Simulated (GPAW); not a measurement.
# CdTe (F-43m) in GPAW: notebook

The runs below take CdTe through equation of state, band structure, with PBE, BP86.

Program: GPAW 26.7.0. These are calculated values, not measurements. Logs are shortened: lines on timing, memory, paths and dates and some standing lists are left out, and cuts for length are marked. The log counts tension as positive stress, the text compression.

**What was measured.**

From a printed reference work, data compilation, for a bulk crystal of CdTe at 0 K: band gap 1.607 eV.

The runs below are set against these values where they give the same quantity.

### Step 1. The crystal as given

The structure is cubic, space group F-43m (No. 216). The conventional cell has a = 6.410 Å, b = 6.410 Å, c = 6.410 Å, α = 90.00°, β = 90.00°, γ = 90.00°. Te (site symmetry -43m) has 4 Cd at 2.78 Å as nearest neighbours. Cd (site symmetry -43m) is surrounded by 4 Te at 2.78 Å.

### Step 2. Equation of state, PBE

run.py reads:

```python
from ase.eos import EquationOfState
from ase.io import Trajectory, read
from ase.units import GPa
from gpaw import GPAW

atoms = read('CdTe.cif')

traj = Trajectory('eos.traj', 'w')
volumes, energies = [], []
for x in [0.94, 0.96, 0.98, 1.0, 1.02, 1.04, 1.06]:
    a = atoms.copy()
    a.set_cell(atoms.cell * x**(1 / 3), scale_atoms=True)
    calc = GPAW(mode='lcao',
                h=0.18,
                basis='dzp',
                xc='PBE',
                kpts={'size': (6, 6, 6), 'gamma': True},
                occupations={'name': 'fermi-dirac', 'width': 0.05},
                convergence={'density': 1e-05, 'energy': 1e-05},
                maxiter=150,
                txt=f'eos-{x:.2f}.txt')
    a.calc = calc
    energies.append(a.get_potential_energy(force_consistent=True))
    volumes.append(a.get_volume())
    calc.write(f'eos-{x:.2f}.gpw')
    traj.write(a)
    print(f'{x:.2f} {volumes[-1]:10.4f} A^3 {energies[-1]:14.6f} eV', flush=True)

v0, e0, B = EquationOfState(volumes, energies, eos='birchmurnaghan').fit()
print(f'V0 = {v0:.4f} A^3, E0 = {e0:.6f} eV, B0 = {B / GPa:.2f} GPa')
```

CdTe.cif reads:

```cif
data_CdTe
_cell_length_a 4.53255447
_cell_length_b 4.53255447
_cell_length_c 4.53255447
_cell_angle_alpha 60.00000000
_cell_angle_beta 60.00000000
_cell_angle_gamma 60.00000000
_space_group_name_H-M_alt 'P1'
_space_group_name_Hall 'P 1'
_space_group_IT_number 1
loop_
_space_group_symop_operation_xyz
'x,y,z'
loop_
_atom_site_label
_atom_site_type_symbol
_atom_site_symmetry_multiplicity
_atom_site_Wyckoff_symbol
_atom_site_fract_x
_atom_site_fract_y
_atom_site_fract_z
_atom_site_occupancy
Te1 Te 1 a 0.7500000000 0.7500000000 0.7500000000 1
Cd1 Cd 1 a 0.0000000000 0.0000000000 0.0000000000 1
```

Potentials or basis: GPAW PAW data sets (gpaw-data 1.2.1), lcao:dzp.

On the command line:

```console
$ OMP_NUM_THREADS=1 python run.py
```

What it wrote:

```text
__  _  _
 | _ |_)|_||  |
 |__||  | ||/\| - 26.7.0

Input parameters:
  mode=LCAO(),
  basis={'default': 'dzp'},
  convergence={'density': 1e-05, 'energy': 1e-05},
  h=0.18,
  kpts=MonkhorstPack(size=(6, 6, 6), gamma=True),
  maxiter=150,
  occupations=Occupations(name='fermi-dirac', width=0.05),
  xc=XC(name='PBE')

                          Te

       Cd

Atoms  # Å, Bohr magnetons
|   | symbol |        x |        y |        z |    initial magnetic moments |
|---|--------|----------|----------|----------|-----------------------------|
| 0 |     Te | 6.660041 | 3.845177 | 2.718950 | ( 0.0000,  0.0000,  0.0000) |
| 1 |     Cd | 0.000000 | 0.000000 | 0.000000 | ( 0.0000,  0.0000,  0.0000) |

Unit cell  # Å
| periodic |        x |        y |        z |  lengths |    angles |
|----------|----------|----------|----------|----------|-----------|
|      yes | 4.440027 | 0.000000 | 0.000000 | 4.440027 | 60.000000 |
|      yes | 2.220014 | 3.845177 | 0.000000 | 4.440027 | 60.000000 |
|      yes | 2.220014 | 1.281726 | 3.625267 | 4.440027 | 60.000000 |

Number of symmetries: 24
Symmetry operations  # r_c * U_cc + t_c -> r_c
|    | kind |            matrix            |
|----|------|------------------------------|
|  0 |  E   |  1, 0, 0,  0, 1, 0,  0, 0, 1 |
|  1 |  σ   |  1, 0, 0,  0, 0, 1,  0, 1, 0 |
|  2 |  σ   |  1, 0,-1,  0, 1,-1,  0, 0,-1 |
|  3 |  C3  |  1, 0,-1,  0, 0,-1,  0, 1,-1 |
|  4 |  C3  |  1,-1, 0,  0,-1, 1,  0,-1, 0 |
|  5 |  σ   |  1,-1, 0,  0,-1, 0,  0,-1, 1 |
|  6 |  σ   |  0, 1, 0,  1, 0, 0,  0, 0, 1 |
|  7 |  C3  |  0, 1, 0,  0, 0, 1,  1, 0, 0 |
|  8 |  C2  |  0, 1,-1,  1, 0,-1,  0, 0,-1 |
|  9 |  S4  |  0, 1,-1,  0, 0,-1,  1, 0,-1 |
| 10 |  C3  |  0, 0, 1,  1, 0, 0,  0, 1, 0 |
| 11 |  σ   |  0, 0, 1,  0, 1, 0,  1, 0, 0 |
| 12 |  S4  |  0, 0,-1,  1, 0,-1,  0, 1,-1 |
| 13 |  C3  |  0, 0,-1,  0, 1,-1,  1, 0,-1 |
| 14 |  S4  |  0,-1, 1,  1,-1, 0,  0,-1, 0 |
| 15 |  C2  |  0,-1, 1,  0,-1, 0,  1,-1, 0 |
| 16 |  C3  |  0,-1, 0,  1,-1, 0,  0,-1, 1 |
| 17 |  S4  |  0,-1, 0,  0,-1, 1,  1,-1, 0 |
| 18 |  S4  | -1, 1, 0, -1, 0, 1, -1, 0, 0 |
| 19 |  C3  | -1, 1, 0, -1, 0, 0, -1, 0, 1 |
| 20 |  C3  | -1, 0, 1, -1, 1, 0, -1, 0, 0 |
| 21 |  S4  | -1, 0, 1, -1, 0, 0, -1, 1, 0 |
| 22 |  σ   | -1, 0, 0, -1, 1, 0, -1, 0, 1 |
| 23 |  C2  | -1, 0, 0, -1, 0, 1, -1, 1, 0 |

BZ-sampling:
  Number of BZ points: 216
  Number of IBZ points: 16

  Monkhorst-Pack size: [6, 6, 6]
  Monkhorst-Pack shift: [0.08333333333333333, 0.08333333333333333, 0.08333333333333333]

K-points  # in reciprocal-cell coordinates
|     |                                coordinates |     weight |
|-----|--------------------------------------------|------------|
|   0 | (  0.00000000,   0.00000000,   0.00000000) | 0.00462963 |
|   1 | (  0.16666667,   0.16666667,   0.00000000) | 0.02777778 |
|   2 | (  0.16666667,   0.16666667,   0.16666667) | 0.03703704 |
|   3 | (  0.33333333,   0.16666667,   0.16666667) | 0.05555556 |
|   4 | (  0.33333333,   0.33333333,  -0.33333333) | 0.05555556 |
|   5 | (  0.33333333,   0.33333333,   0.00000000) | 0.02777778 |
|   6 | (  0.33333333,   0.33333333,   0.16666667) | 0.11111111 |
|   7 | (  0.33333333,   0.33333333,   0.33333333) | 0.03703704 |
|   8 | (  0.50000000,   0.33333333,  -0.33333333) | 0.11111111 |
|   9 | (  0.50000000,   0.33333333,  -0.16666667) | 0.05555556 |
| ... |                                            |            |
|  15 | (  0.50000000,   0.50000000,   0.50000000) | 0.01851852 |

basis functions: 34
Spin-components: 1 (collinear spins)
Bands:           13
Projectors:      11
Spin-degeneracy: 2
Datatype:        <class 'complex'>

Parallelization:
  kpt:    1
  domain: 1
  band:   1

Density:
  Valence electrons: 18.0
  Components: 1
  Grid points: [20 20 20]
  Charge: 0.0  # |e|

Potential:
  Grid points: [20 20 20]

species:
  Te:
    name:    Tellurium
    Z:       52.0
    valence: 6
    core:    46
    charge:  0.0  # [|e|]
    compensation charges:
      type: gauss
      rc: 0.36  # [Å]
      lmax: 2
    cutoffs:
      filter: 2.09  # [Å]
      core: 3.17  # [Å]
    projectors
    | kind |    occ | energy [eV] | rcut [Å] |
    |------|--------|-------------|----------|
    |   5s |  2.000 |     -15.089 |    1.180 |
    |   5p |  4.000 |      -5.955 |    1.196 |
    |    s |        |      12.123 |    1.180 |
    |    p |        |      21.256 |    1.196 |
    |    d |        |       0.000 |    1.238 |

    LCAO basis set for Te:
      Name: dzp
      File: <dir>
      Number of radial functions: 5
      Number of spherical harmonics: 13
        l=0, rc=6.2500 Bohr: 5s-sz confined orbital
        l=1, rc=8.0156 Bohr: 5p-sz confined orbital
        l=0, rc=3.5469 Bohr: 5s-dz split-valence wave
        l=1, rc=4.6875 Bohr: 5p-dz split-valence wave
        l=2, rc=8.0156 Bohr: d-type Gaussian polarization
      Number of RI-basis functions 0

  Cd:
    name:    Cadmium
    Z:       48.0
    valence: 12
    core:    36
    charge:  0.0  # [|e|]
    compensation charges:
      type: gauss
[... 67 lines left out ...]

Unit cell  # Å
| periodic |        x |        y |        z |  lengths |    angles |
|----------|----------|----------|----------|----------|-----------|
|      yes | 4.440027 | 0.000000 | 0.000000 | 4.440027 | 60.000000 |
|      yes | 2.220014 | 3.845177 | 0.000000 | 4.440027 | 60.000000 |
|      yes | 2.220014 | 1.281726 | 3.625267 | 4.440027 | 60.000000 |

Number of symmetries: 24
Symmetry operations  # r_c * U_cc + t_c -> r_c
|    | kind |            matrix            |
|----|------|------------------------------|
|  0 |  E   |  1, 0, 0,  0, 1, 0,  0, 0, 1 |
|  1 |  σ   |  1, 0, 0,  0, 0, 1,  0, 1, 0 |
|  2 |  σ   |  1, 0,-1,  0, 1,-1,  0, 0,-1 |
|  3 |  C3  |  1, 0,-1,  0, 0,-1,  0, 1,-1 |
|  4 |  C3  |  1,-1, 0,  0,-1, 1,  0,-1, 0 |
|  5 |  σ   |  1,-1, 0,  0,-1, 0,  0,-1, 1 |
|  6 |  σ   |  0, 1, 0,  1, 0, 0,  0, 0, 1 |
|  7 |  C3  |  0, 1, 0,  0, 0, 1,  1, 0, 0 |
|  8 |  C2  |  0, 1,-1,  1, 0,-1,  0, 0,-1 |
|  9 |  S4  |  0, 1,-1,  0, 0,-1,  1, 0,-1 |
| 10 |  C3  |  0, 0, 1,  1, 0, 0,  0, 1, 0 |
| 11 |  σ   |  0, 0, 1,  0, 1, 0,  1, 0, 0 |
| 12 |  S4  |  0, 0,-1,  1, 0,-1,  0, 1,-1 |
| 13 |  C3  |  0, 0,-1,  0, 1,-1,  1, 0,-1 |
| 14 |  S4  |  0,-1, 1,  1,-1, 0,  0,-1, 0 |
| 15 |  C2  |  0,-1, 1,  0,-1, 0,  1,-1, 0 |
| 16 |  C3  |  0,-1, 0,  1,-1, 0,  0,-1, 1 |
| 17 |  S4  |  0,-1, 0,  0,-1, 1,  1,-1, 0 |
| 18 |  S4  | -1, 1, 0, -1, 0, 1, -1, 0, 0 |
| 19 |  C3  | -1, 1, 0, -1, 0, 0, -1, 0, 1 |
| 20 |  C3  | -1, 0, 1, -1, 1, 0, -1, 0, 0 |
| 21 |  S4  | -1, 0, 1, -1, 0, 0, -1, 1, 0 |
| 22 |  σ   | -1, 0, 0, -1, 1, 0, -1, 0, 1 |
| 23 |  C2  | -1, 0, 0, -1, 0, 1, -1, 1, 0 |

BZ-sampling:
  Number of BZ points: 216
  Number of IBZ points: 16

  Monkhorst-Pack size: [6, 6, 6]
  Monkhorst-Pack shift: [0.08333333333333333, 0.08333333333333333, 0.08333333333333333]

K-points  # in reciprocal-cell coordinates
|     |                                coordinates |     weight |
|-----|--------------------------------------------|------------|
|   0 | (  0.00000000,   0.00000000,   0.00000000) | 0.00462963 |
|   1 | (  0.16666667,   0.16666667,   0.00000000) | 0.02777778 |
|   2 | (  0.16666667,   0.16666667,   0.16666667) | 0.03703704 |
|   3 | (  0.33333333,   0.16666667,   0.16666667) | 0.05555556 |
|   4 | (  0.33333333,   0.33333333,  -0.33333333) | 0.05555556 |
|   5 | (  0.33333333,   0.33333333,   0.00000000) | 0.02777778 |
|   6 | (  0.33333333,   0.33333333,   0.16666667) | 0.11111111 |
|   7 | (  0.33333333,   0.33333333,   0.33333333) | 0.03703704 |
|   8 | (  0.50000000,   0.33333333,  -0.33333333) | 0.11111111 |
|   9 | (  0.50000000,   0.33333333,  -0.16666667) | 0.05555556 |
| ... |                                            |            |
|  15 | (  0.50000000,   0.50000000,   0.50000000) | 0.01851852 |

basis functions: 34
Spin-components: 1 (collinear spins)
Bands:           13
Projectors:      11
Spin-degeneracy: 2
Datatype:        <class 'complex'>

Parallelization:
  kpt:    1
  domain: 1
  band:   1

Density:
  Valence electrons: 18.0
  Components: 1
  Grid points: [20 20 20]
  Charge: 0.0  # |e|

Potential:
  Grid points: [20 20 20]

species:
  Te:
    name:    Tellurium
    Z:       52.0
    valence: 6
    core:    46
    charge:  0.0  # [|e|]
    compensation charges:
      type: gauss
      rc: 0.36  # [Å]
      lmax: 2
    cutoffs:
      filter: 2.09  # [Å]
      core: 3.17  # [Å]
    projectors
    | kind |    occ | energy [eV] | rcut [Å] |
    |------|--------|-------------|----------|
    |   5s |  2.000 |     -15.089 |    1.180 |
    |   5p |  4.000 |      -5.955 |    1.196 |
    |    s |        |      12.123 |    1.180 |
    |    p |        |      21.256 |    1.196 |
    |    d |        |       0.000 |    1.238 |

    LCAO basis set for Te:
      Name: dzp
      File: <dir>
      Number of radial functions: 5
      Number of spherical harmonics: 13
        l=0, rc=6.2500 Bohr: 5s-sz confined orbital
        l=1, rc=8.0156 Bohr: 5p-sz confined orbital
        l=0, rc=3.5469 Bohr: 5s-dz split-valence wave
        l=1, rc=4.6875 Bohr: 5p-dz split-valence wave
        l=2, rc=8.0156 Bohr: d-type Gaussian polarization
      Number of RI-basis functions 0

  Cd:
    name:    Cadmium
    Z:       48.0
    valence: 12
    core:    36
    charge:  0.0  # [|e|]
    compensation charges:
      type: gauss
      rc: 0.38  # [Å]
      lmax: 2
    cutoffs:
      filter: 2.12  # [Å]
      core: 2.62  # [Å]
    projectors
    | kind |    occ | energy [eV] | rcut [Å] |
    |------|--------|-------------|----------|
    |   5s |  2.000 |      -5.655 |    1.191 |
    |   5p |  0.000 |      -1.186 |    1.228 |
    |   4d | 10.000 |     -11.739 |    1.164 |
    |    s |        |      21.556 |    1.191 |
    |    p |        |      26.026 |    1.228 |
    |    d |        |      15.473 |    1.164 |

    LCAO basis set for Cd:
      Name: dzp
      File: <dir>
      Number of radial functions: 7
      Number of spherical harmonics: 21
        l=0, rc=8.5781 Bohr: 5s-sz confined orbital
        l=1, rc=12.6406 Bohr: 5p-sz confined orbital
        l=2, rc=4.9062 Bohr: 4d-sz confined orbital
        l=0, rc=5.0625 Bohr: 5s-dz split-valence wave
        l=1, rc=7.7188 Bohr: 5p-dz split-valence wave
        l=2, rc=2.9844 Bohr: 4d-dz split-valence wave
        l=1, rc=8.5781 Bohr: p-type Gaussian polarization
      Number of RI-basis functions 0

Reference energy: -336963.801770  # eV

eigensolver:
  <gpaw.new.lcao.eigensolver.LCAOEigensolver object>
density mixing:
  MSR1-Mixer
  Pratt-step length: 0.05
  Maximum mixing coefficient: 0.75
  Old densities: 10
  SVD Regularization: 0.005
  Good broyden scale: 1.0
  Trust region scale: 1.0
  Backstep threshold: 4.0
  History deletion threshold: 6.0
  Fourier metric: weight=20.0, sigma=0.015

occupation numbers:
  Fermi-Dirac:
    width: 0.0500  # eV

FastPoissonSolver using
    Stencil: 12*3+1=37 point O(h^6) finite-difference Laplacian
    FFT axes: [np.int64(0), np.int64(1), np.int64(2)]
    FST axes: []

xc functional:
  name: PBE with 2 nearest neighbor stencil
interpolation: tri-quintic # 5. degree polynomial

convergence criteria:
- Maximum integral of absolute [dens]ity change: 1e-05 electrons / valence electron
- Maximum [total energy] change in last 3 cyles: 1e-05 eV / valence electron
- Maximum integral of absolute [eigenst]ate change: 4e-08 eV^2 / valence electron
maximum number of iterations: 150

SCF iterations
|iter     | |      energy | eigst |  dens |
|---------|-|-------------|-------|-------|
|iter:   1| |   -4.195057 |      c|       |
|iter:   2| |   -4.166765 |      c| -1.38 |
|iter:   3| |   -4.057960 |      c| -1.41 |
|iter:   4| |   -4.056364 |      c| -1.91 |
|iter:   5| |   -4.056082 |      c| -2.37 |
|iter:   6| |   -4.056081 |      c| -3.60 |
|iter:   7| |   -4.056081c|      c| -4.09 |
|iter:   8| |   -4.056081c|      c| -5.17c|

Converged in 8 steps
Energy contributions relative to reference atoms: (reference = -336963.801770)

Energy contributions:
  Kinetic:          30.254198
  Coulomb:         -25.894224
  Zero:              0.119651
  External:          0.000000
  Xc:               -8.535705
  Entropy:          -0.000000
  Spinorbit:         0.000000
  ----------------------------
  Free energy:      -4.056081
  Extrapolated:     -4.056081

dipole moment: (-22.505980, -12.993834, -9.188028)  # |e|*Ang

Fermi level: 5.404
Eigenvalues  # (at kpt = [0.000, 0.000, 0.000])
| band index |      eig [eV] | occ [0-2] |
|------------|---------------|-----------|
|          0 |        -6.945 |     2.000 |
|          1 |        -3.731 |     2.000 |
|          2 |        -3.731 |     2.000 |
|          3 |        -3.729 |     2.000 |
|          4 |        -3.335 |     2.000 |
|          5 |        -3.335 |     2.000 |
|          6 |         4.825 |     2.000 |
|          7 |         4.825 |     2.000 |
|          8 |         4.825 |     2.000 |
|          9 |         5.927 |     0.000 |
|         10 |         9.566 |     0.000 |
|         11 |         9.566 |     0.000 |
|         12 |         9.566 |     0.000 |

Gap: 1.102 eV
Transition (v -> c):
  (s=0, k=0, n=8, [0.00, 0.00, 0.00]) -> (s=0, k=0, n=9, [0.00, 0.00, 0.00])
No difference between direct/indirect transitions
# Writing to eos-0.94.gpw (mode='')
```

It took 2.8 min on 1 thread of AMD EPYC 7B13 (Zen 3), shared host; peak memory 0.28 GiB.

What came out:

| Quantity | Value |
| --- | --- |
| Equilibrium volume | 35.56 Å³/atom (rough: see the caveat) |
| Bulk modulus | 46 GPa (rough) |

Energy against volume, from the lowest point:
```
volume (Å³/atom)  energy (meV/atom)
          30.947             102.47
          31.605              72.58
          32.263              48.32
          32.922              29.37
          33.580              15.26
          34.239               5.59
          34.897               0.00
```

Caveat: the real-space grid adds noise to forces; the minimum lies outside the volumes run; the basis of atomic orbitals isn't converged, which shifts pressures, moduli and gaps.

### Step 3. Band structure, BP86, spin-orbit coupling, no magnetisation

run.py reads:

```python
import numpy as np
from ase.dft.bandgap import bandgap
from ase.io import read, write
from ase.units import GPa
from gpaw import GPAW, PW, setup_paths
from gpaw.spinorbit import soc_eigenstates

setup_paths.insert(0, '.')

atoms = read('CdTe.xyz')

calc = GPAW(mode=PW(600),
            xc='GGA_X_B88+GGA_C_P86',
            kpts={'size': (6, 6, 6), 'gamma': True},
            occupations={'name': 'fermi-dirac', 'width': 0.05},
            nbands=18,
            convergence={'density': 1e-05, 'energy': 1e-05},
            maxiter=150,
            txt='gpaw.txt')
atoms.calc = calc
energy = atoms.get_potential_energy()
forces = atoms.get_forces()
stress = atoms.get_stress()
calc.write('gs.gpw')
write('result.traj', atoms)
print(f'Energy: {energy:.6f} eV')
print('Forces (eV/A):')
print(forces.round(4))
print('Stress (GPa):', (stress / GPa).round(3))
print('Fermi level:', round(calc.get_fermi_level(), 4), 'eV')
print(f'Gap: {bandgap(calc)[0]:.4f} eV, direct: {bandgap(calc, direct=True)[0]:.4f} eV')

path = atoms.cell.bandpath('GXWKGLUWLK,UX', npoints=100, eps=1e-4)
bs_calc = calc.fixed_density(kpts=path, symmetry='off', nbands=31,
                             convergence={'bands': 'CBM+6.0', 'eigenstates': 1e-6}, txt='bands.txt')
bs = bs_calc.band_structure()
bs.write('bs.json')
print(f'Gap on the path: {bandgap(bs_calc)[0]:.4f} eV')

soc = soc_eigenstates(bs_calc, theta=0, phi=0)
np.savetxt('soc_bands.dat', soc.eigenvalues(), fmt='%.4f')
mesh = soc_eigenstates('gs.gpw', theta=0, phi=0)
np.savetxt('soc_mesh.dat', mesh.eigenvalues(), fmt='%.4f')
print('Fermi level with spin-orbit coupling:', round(mesh.fermi_level, 4), 'eV')
```

CdTe.xyz reads:

```xyz
2
Lattice="0.0000000000 3.2050000000 3.2050000000 3.2050000000 0.0000000000 3.2050000000 3.2050000000 3.2050000000 0.0000000000" Properties=species:S:1:pos:R:3 pbc="T T T"
Te     4.8075000000      4.8075000000      4.8075000000
Cd     0.0000000000      0.0000000000      0.0000000000
```

Potentials or basis: PAW data sets generated in the run's folder for this functional, pw.

On the command line:

```console
$ gpaw-setup -f GGA_X_B88+GGA_C_P86 Cd Te
$ OMP_NUM_THREADS=1 python run.py
```

Run time: 72 s. Hardware: 1 thread of AMD EPYC 7B13 (Zen 3), shared host; peak memory 0.37 GiB.

The run converged. Its results:

* Free energy: -4.7736 eV
* Pressure: 3.9 GPa
* Band gap on the k mesh: 0.47 eV, direct
* Band gap along the path: 0.48 eV, direct

Levels at the corners of the path, in eV from the valence-band top:
| point | band 14 | band 15 | band 16 | band 17 | band 18 | band 19 | band 20 | band 21 | band 22 | band 23 |
| --- | --- | --- | --- | --- | --- | --- | --- | --- | --- | --- |
| Γ | -0.97 | 0.00 | 0.00 | 0.00 | 0.00 | 0.48 | 0.48 | 3.98 | 3.98 | 4.38 |
| X | -4.83 | -2.50 | -2.50 | -2.12 | -2.12 | 2.23 | 2.23 | 2.34 | 2.34 | 8.44 |
| W | -4.56 | -3.11 | -2.62 | -2.59 | -2.58 | 3.75 | 4.21 | 4.37 | 4.44 | 5.15 |
| K | -4.60 | -3.23 | -2.90 | -1.97 | -1.92 | 2.53 | 2.57 | 4.12 | 4.34 | 7.02 |
| Γ | -0.97 | 0.00 | 0.00 | 0.00 | 0.00 | 0.48 | 0.48 | 3.98 | 3.98 | 4.38 |
| L | -4.97 | -1.45 | -1.45 | -0.86 | -0.86 | 1.49 | 1.49 | 4.78 | 4.78 | 4.95 |
| U | -4.60 | -3.23 | -2.90 | -1.97 | -1.92 | 2.53 | 2.57 | 4.12 | 4.34 | 7.02 |
| W | -4.56 | -3.11 | -2.62 | -2.59 | -2.58 | 3.75 | 4.21 | 4.37 | 4.44 | 5.15 |
| L | -4.97 | -1.45 | -1.45 | -0.86 | -0.86 | 1.49 | 1.49 | 4.78 | 4.78 | 4.95 |
| K | -4.60 | -3.23 | -2.90 | -1.97 | -1.92 | 2.53 | 2.57 | 4.12 | 4.34 | 7.02 |
| U | -4.60 | -3.23 | -2.90 | -1.97 | -1.92 | 2.53 | 2.57 | 4.12 | 4.34 | 7.02 |
| X | -4.83 | -2.50 | -2.50 | -2.12 | -2.12 | 2.23 | 2.23 | 2.34 | 2.34 | 8.44 |

Caveat: spin-orbit coupling was added after a scalar SCF, so levels and gaps hold it while energy, forces, pressure and moments don't; this program's spin-orbit splittings come out too wide for heavy elements.

### Step 4. Comparison with measurements

Step 3. Measured gap of CdTe: 1.607 eV (0 K; a printed reference work, data compilation). This calculation gives 0.48 eV (-1.13 eV). So large a miss can be the level of theory's own, or it may mean another phase, state or a wrong row. The value is that of BP86, without temperature or zero-point motion.
